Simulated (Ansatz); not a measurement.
`F[SiH](F)S[SiH](Cl)Cl` + acetic acid → `CC(=O)O[SiH](F)F` + `S[SiH](Cl)Cl`  (ligand exchange at the Si–S bond)

Program: Ansatz. Geometries: PBE0-D4/def2-TZVP. ΔE: electronic, gas phase. CCSD(T)/CBS adds triple-zeta CCSD(T) − MP2 to the extrapolated MP2 energy (def2 sets, frozen cores). DFT in def2-TZVPP. One conformer a species, not always the lowest.

Question: Is it downhill or uphill in electronic energy at CCSD(T)/CBS, and by how much? (An estimate is asked.)

Answer: Ansatz gave: Downhill: ΔE = -38.6 kJ/mol.

Question: What do these levels give: LDA (SPW92), PBE0-D4, r2SCANh-D4, PBE0, CCSD/def2-SVP, CCSD/def2-TZVPP? (An estimate is asked.)

Answer: Ansatz gave: LDA (SPW92) -27.4, PBE0-D4 -25.3, r2SCANh-D4 -33.7, PBE0 -28.8, CCSD/def2-SVP -36.8, CCSD/def2-TZVPP -45.9 kJ/mol.

Largest T1 diagnostic among the species: 0.015.

From PBE to PBE0 (25 % exact exchange), in def2-TZVPP and without D4, ΔE moves by −5.1 kJ/mol. Leaving LDA and LC-ωPBE aside and taking each functional with its dispersion term where it has one, the values, not all of them listed here, spread over 22.5 kJ/mol, from B2PLYP to revPBE-D4. LDA lies −3.7 kJ/mol from PBE without D4. In def2-TZVPP, CCSD(T) changes the Hartree–Fock value by +14.7 kJ/mol (the triples alone add +3.4 kJ/mol) and MP2 by +19.5 kJ/mol.
